# Naming a program from its pressure

## The scale of the question

A pressure of 1 GPa changes the edge of a TiAl cell by about 0.3 %. This follows from edge change = P/(3B), where P is the pressure and B the bulk modulus, roughly 110 GPa as a recalled value. A few tenths of a GPa are therefore a small matter for the size of a crystal, yet easily visible in a calculation.

Eight programs were given the same rigid TiAl cell, the same density functional and the same k mesh. A negative pressure means that the cell is stretched and would shrink if released. How many of the programs can be recognised from this one number?

PBE calculations of TiAl (P4/mmm, 2 atoms, 16.34 Å³/atom) in one fixed cell, without spin polarisation, on a 9×9×7 k mesh with Fermi-Dirac smearing of 0.05 eV. The basis is given in brackets after each candidate, as the plane-wave cutoff or as the orbital set (DZP). Pressure is positive in compression and, for Ansatz, excludes the Pulay correction. Candidates: GPAW (600 eV), Quantum ESPRESSO (748 eV), SIESTA (DZP), ABACUS (1143 eV), JDFTx (1143 eV), CONQUEST (DZP), ABINIT (408 eV), Ansatz (420 eV). ABACUS, JDFTx, SIESTA and CONQUEST use potentials of the PseudoDojo family.

| row | pressure (GPa) |
| --- | --- |
| A | -0.770 |
| B | -0.340 |
| C | -0.800 |
| D | -0.560 |
| E | -0.650 |
| F | -0.690 |
| G | -0.760 |
| H | 0.980 |

## What a pressure picks up

The pressure is the slope P = −dE/dV, where E is the energy and V the volume of the cell. An energy error that stays the same at every volume drops out. An error that changes with volume shifts the pressure, upwards if it shrinks as the cell expands and downwards if it grows.

The candidates differ most in how they describe the electrons. Six use plane waves, which fill space evenly and are refined by raising a cutoff energy. SIESTA and CONQUEST use a DZP set, a modest number of orbitals of fixed shape on each atom. Such a set leaves the larger energy error, so these two runs are the natural outliers, although theory does not fix in advance on which side they fall.

## Assigning the letters

H stands 1.32 GPa above its nearest neighbour and is firmly a DZP run. B is probably the other one. It lies 0.22 GPa above D, but the six values below it already span 0.24 GPa, so its separation alone is not decisive. Which of the two is SIESTA and which CONQUEST remains open.

ABACUS and JDFTx share a potential family and a cutoff, so they should nearly coincide. The closest pair is A and G, only 0.01 GPa apart. This is a probable assignment, and the order within the pair is arbitrary.

C, D, E and F are left for GPAW, Ansatz, Quantum ESPRESSO and ABINIT. One rule looks tempting here. When a cell is stretched with a fixed number of plane waves, the description becomes coarser and the energy rises, which makes the pressure too negative. The run with the lowest cutoff, ABINIT, would then be C, the most negative value. The rule supposes that all potentials need the same cutoff, which they do not, so these four are better left ambiguous.

The reasoning has cut 40320 possible assignments to 96.

## The labels

The rows with their labels:

| program | potentials | basis | pressure (GPa) |
| --- | --- | --- | --- |
| GPAW | GPAW PAW data sets (gpaw data 1.2.1) | 600 eV | -0.800 |
| ABACUS | PseudoDojo NC SR 0.4.1 PBE standard | 1143 eV | -0.770 |
| JDFTx | PseudoDojo SR PBE 0.5 standard | 1143 eV | -0.760 |
| Ansatz | Ansatz PAW | 420 eV | -0.690 |
| Quantum ESPRESSO | SSSP 1.3 efficiency PBE | 748 eV | -0.650 |
| ABINIT | JTH PAW PBE v2.0 | 408 eV | -0.560 |
| SIESTA | PseudoDojo 0.4 standard, converted to PSML | DZP | -0.340 |
| CONQUEST | PseudoDojo NC PBE | DZP | 0.980 |

The DZP pair and the ABACUS–JDFTx pair are both right. The cutoff rule would have failed: ABINIT is D, the least negative of the plane-wave runs. Ansatz reports the size of this cutoff effect for its own run, and it is only 0.04 GPa; the table gives its pressure without that correction. The potentials are the likelier source of the plane-wave spread, but they change together with the cutoffs, so the table cannot settle it. The cutoffs are usual working values, not converged limits, and each pressure holds some error from both sources. The order of these six rows is no ranking of programs.

## The slope of an error, not its height

The two DZP runs differ from each other far more than the six plane-wave runs do. ABACUS is a useful reference for both, because it combines plane waves with potentials of the same family. The comparison assumes that the three potential files are equivalent, as their similar total energies suggest.

Suppose that the energy error of a DZP set falls with volume as 1/Vᵐ, where m says how steeply. Its slope then shifts the pressure by m × (energy error)/V. The CONQUEST energy lies 0.35 eV above that of ABACUS, in a cell of 2 × 16.34 = 32.68 Å³. Since 1 eV/Å³ is about 160 GPa, the error divided by the volume is 0.35 × 160/32.68 ≈ 1.7 GPa. The pressure is shifted by 1.75 GPa, so m is close to 1.

For SIESTA the energy error is 0.23 eV and the pressure shift 0.43 GPa, which needs an m of only about 0.4. One common m therefore fails. Scaled up from SIESTA, it would give CONQUEST a shift of 0.65 GPa, less than half of what was computed. The output below lists both cases.

The lesson is that the energy error of a basis does not by itself predict its pressure error. "DZP" says how many functions each valence shell gets, but not their radii and shapes or the treatment of semicore shells, and these can change how fast the error varies with volume. If the shifts do come from the basis, both errors shrink on expansion, perhaps because orbitals built for a free atom fit less well when neighbours press close. That reason is a guess.

A neighbouring series would isolate the effect: one program, one set of potentials and steadily larger orbital sets. If the basis is the cause, the pressure should end near the plane-wave values.

## A second fingerprint

The pressure is an average over directions, and the stresses behind it are unequal. In all eight runs the stress along c is higher than the stress in the plane. Taking the difference removes any shift that is equal in all directions.

In the plane-wave runs this difference stays near 0.9 GPa and varies by only 0.06 GPa. SIESTA lies 0.13 GPa beyond the largest of them, about twice that variation, and CONQUEST much further out. The doubtful case B is thus clearer in the stresses than in the pressure.

This also helps to separate physics from settings. That the stress is higher along c than in the plane is common to every run, so it most likely belongs to this cell and functional at the shared k mesh. Agreement between the programs does not test that mesh, because they all use it.

## Using such a pressure

The spread of the plane-wave runs corresponds to about 0.07 % in the cell edge, and the step from ABACUS to CONQUEST to about 0.5 %. CONQUEST's positive sign is thus no evidence that the real alloy is compressed at this volume. All eight runs also hold the atoms still, so the pressure from their vibrations is missing.

For practical work, the zero of pressure belongs to the whole setting: program, potentials and basis. A cell relaxed in one setting can show a pressure in another with no physical load on it. Strains and loads are best measured from the equilibrium cell of the same setting, where much of the offset cancels.

Numerical output:

```
Pressures and stresses in GPa:
               row  pressure  gap to row above  stress in plane  stress along c  c less in plane
              GPAW      -0.8               n/a           -1.087         -0.2226           0.8646
            ABACUS     -0.77              0.03           -1.066         -0.1674           0.8983
             JDFTx     -0.76              0.01           -1.058         -0.1599           0.8983
            Ansatz     -0.69              0.07          -0.9919          -0.099           0.8929
  Quantum ESPRESSO     -0.65              0.04          -0.9581        -0.04433           0.9138
            ABINIT     -0.56              0.09          -0.8691          0.0563           0.9254
            SIESTA     -0.34              0.22          -0.6952           0.357            1.052
          CONQUEST      0.98              1.32            0.398           2.151            1.753
Median pressure of the eight rows, GPa: -0.67
Plane-wave rows, highest less lowest pressure, GPa: 0.24
SIESTA less the highest plane-wave pressure, GPa: 0.22
CONQUEST less SIESTA pressure, GPa: 1.32
Plane-wave rows, spread of c less in-plane stress, GPa: 0.06077
SIESTA c less in-plane stress beyond the largest plane-wave value, GPa: 0.1268
CONQUEST c less in-plane stress beyond the largest plane-wave value, GPa: 0.8277
SIESTA free energy above ABACUS, eV per cell: 0.2307
CONQUEST free energy above ABACUS, eV per cell: 0.3487
SIESTA pressure above ABACUS, GPa: 0.43
CONQUEST pressure above ABACUS, GPa: 1.75
CONQUEST shift expected if pressure shift scaled as energy error, GPa: 0.65
Power m needed for SIESTA: 0.3802
Power m needed for CONQUEST: 1.024
Plane-wave pressure spread as change of cell edge, percent: 0.07273
CONQUEST less ABACUS pressure as change of cell edge, percent: 0.5303
Ansatz Pulay correction of the pressure, GPa: 0.04361
Ways to put eight labels on eight values: 40320
Ways left after the grouping into two, two and four: 96
```
